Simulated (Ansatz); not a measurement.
The calculation used Ansatz 0.2.0, DFT PBEsol, scalar-relativistic, plane waves, PAW.

Structure of ZrS2:

```yaml
crystal:
  lattice:
    - [3.62737, 0.00000, 0.00000]
    - [-1.81369, 3.14140, 0.00000]
    - [0.00000, 0.00000, 5.88676]
  atoms:
    - { symbol: Zr, position: [0.00000, 0.00000, 0.00000] }
    - { symbol: S, position: [0.66667, 0.33333, 0.75316] }
    - { symbol: S, position: [0.33333, 0.66667, 0.24684] }
```

Plane waves to 420 eV, a k mesh through Γ of 12×12×6 on the computed 3-atom cell and Gaussian smearing (0.02 eV); no spin polarisation.

Levels along Γ–M–K–Γ–A–L–H–A | L–M | H–K, in eV from a zero inside the gap, sorted by energy at each point. Points in fractions of the primitive reciprocal vectors: Γ (0.000 0.000 0.000), M (0.500 0.000 0.000), K (0.333 0.333 0.000), A (0.000 0.000 0.500), L (0.500 0.000 0.500), H (0.333 0.333 0.500).
```
point k (1/Å, with 2π) band 9  band 10  band 11  band 12  band 13  band 14  band 15
    Γ             0.000   -3.22    -0.46    -0.46    -0.41     1.14     1.14     1.85
    -             0.143   -3.19    -0.85    -0.64    -0.39     1.21     1.33     1.91
    -             0.286   -3.10    -1.68    -0.98    -0.42     1.18     1.74     2.11
    -             0.429   -2.98    -2.58    -1.30    -0.67     1.04     2.14     2.39
    -             0.572   -3.28    -2.91    -1.52    -1.13     0.87     2.45     2.73
    -             0.714   -3.19    -2.89    -1.67    -1.61     0.73     2.70     3.05
    -             0.857   -2.94    -2.91    -2.13    -1.62     0.64     2.89     3.25
    M             1.000   -2.99    -2.92    -2.31    -1.62     0.61     2.96     3.30
    -             1.083   -2.98    -2.81    -2.27    -1.74     0.71     2.94     3.27
    -             1.165   -2.93    -2.71    -2.18    -2.05     0.96     2.91     3.18
    -             1.248   -2.88    -2.64    -2.43    -2.06     1.25     2.87     3.06
    -             1.330   -2.94    -2.69    -2.60    -1.96     1.52     2.85     2.92
    -             1.413   -3.30    -2.64    -2.57    -1.90     1.72     2.83     2.85
    -             1.495   -3.64    -2.58    -2.55    -1.88     1.81     2.80     2.85
    K             1.577   -3.89    -2.55    -2.55    -1.89     1.83     2.83     2.83
    -             1.742   -3.47    -2.66    -2.60    -1.82     1.79     2.68     2.93
    -             1.907   -3.26    -2.87    -2.60    -1.57     1.62     2.44     3.12
    -             2.072   -3.63    -2.75    -2.34    -1.18     1.45     2.17     3.14
    -             2.237   -3.16    -2.58    -1.84    -0.76     1.41     1.88     2.74
    -             2.402   -3.08    -1.86    -1.25    -0.46     1.43     1.57     2.27
    -             2.567   -3.18    -0.95    -0.70    -0.38     1.28     1.33     1.94
    Γ             2.732   -3.22    -0.46    -0.46    -0.41     1.14     1.14     1.85
    -             2.808   -3.22    -0.51    -0.47    -0.47     1.13     1.13     1.90
    -             2.885   -3.21    -0.76    -0.49    -0.49     1.13     1.13     2.00
    -             2.961   -3.21    -1.11    -0.52    -0.52     1.12     1.12     2.10
    -             3.037   -3.20    -1.50    -0.55    -0.55     1.11     1.11     2.19
    -             3.113   -3.19    -1.88    -0.58    -0.58     1.10     1.10     2.25
    -             3.190   -3.18    -2.18    -0.60    -0.60     1.10     1.10     2.28
    A             3.266   -3.18    -2.31    -0.60    -0.60     1.10     1.10     2.29
    -             3.409   -3.15    -2.01    -0.97    -0.76     1.16     1.30     2.41
    -             3.552   -3.07    -1.75    -1.53    -1.07     1.14     1.73     2.69
    -             3.695   -2.99    -2.41    -1.32    -1.26     0.98     2.18     2.88
    -             3.837   -2.96    -2.60    -1.44    -1.23     0.77     2.54     2.94
    -             3.980   -3.00    -2.53    -1.43    -1.32     0.58     2.77     3.03
    -             4.123   -3.06    -2.66    -1.37    -1.27     0.44     2.90     3.19
    L             4.266   -3.08    -2.80    -1.34    -1.20     0.38     2.95     3.29
    -             4.348   -3.06    -2.80    -1.45    -1.23     0.47     2.94     3.26
    -             4.431   -3.01    -2.78    -1.72    -1.32     0.68     2.91     3.16
    -             4.513   -2.93    -2.78    -2.05    -1.46     0.95     2.87     3.01
    -             4.596   -2.87    -2.83    -2.29    -1.65     1.24     2.81     2.82
    -             4.678   -3.12    -2.71    -2.35    -1.88     1.54     2.62     2.71
    -             4.761   -3.40    -2.58    -2.32    -2.11     1.82     2.45     2.59
    H             4.843   -3.55    -2.49    -2.27    -2.27     1.95     2.45     2.45
    -             5.008   -3.19    -2.70    -2.23    -2.00     1.79     2.17     2.91
    -             5.173   -2.81    -2.69    -2.32    -1.60     1.70     1.92     3.14
    -             5.338   -2.82    -2.39    -2.33    -1.27     1.66     1.74     3.17
    -             5.503   -3.04    -2.25    -1.91    -1.18     1.60     1.64     3.11
    -             5.668   -3.07    -1.82    -1.46    -1.32     1.48     1.50     2.82
    -             5.833   -3.14    -1.94    -1.06    -0.83     1.23     1.30     2.45
    A             5.998   -3.18    -2.31    -0.60    -0.60     1.10     1.10     2.29
    L             5.998   -3.08    -2.80    -1.34    -1.20     0.38     2.95     3.29
    -             6.074   -3.08    -2.80    -1.35    -1.26     0.40     2.95     3.29
    -             6.151   -3.06    -2.79    -1.41    -1.39     0.45     2.95     3.29
    -             6.227   -3.03    -2.79    -1.62    -1.44     0.50     2.96     3.29
    -             6.303   -2.99    -2.79    -1.86    -1.50     0.55     2.96     3.30
    -             6.379   -2.96    -2.82    -2.08    -1.56     0.58     2.96     3.30
    -             6.455   -2.93    -2.89    -2.25    -1.60     0.60     2.96     3.30
    M             6.532   -2.99    -2.92    -2.31    -1.62     0.61     2.96     3.30
    H             6.532   -3.55    -2.49    -2.27    -2.27     1.95     2.45     2.45
    -             6.608   -3.58    -2.45    -2.28    -2.28     1.94     2.46     2.46
    -             6.684   -3.65    -2.35    -2.32    -2.32     1.93     2.51     2.51
    -             6.761   -3.74    -2.37    -2.37    -2.22     1.91     2.58     2.58
    -             6.837   -3.82    -2.44    -2.44    -2.09     1.88     2.66     2.66
    -             6.913   -3.89    -2.49    -2.49    -1.98     1.86     2.74     2.74
    -             6.989   -3.90    -2.53    -2.53    -1.91     1.84     2.80     2.80
    K             7.066   -3.89    -2.55    -2.55    -1.89     1.83     2.83     2.83
```

The cell holds layers, and where no dispersion correction was added their binding is poorly described.

Cost: 1 run of about 1.1 core-minutes, on Arm Neoverse N1 (shared hosts).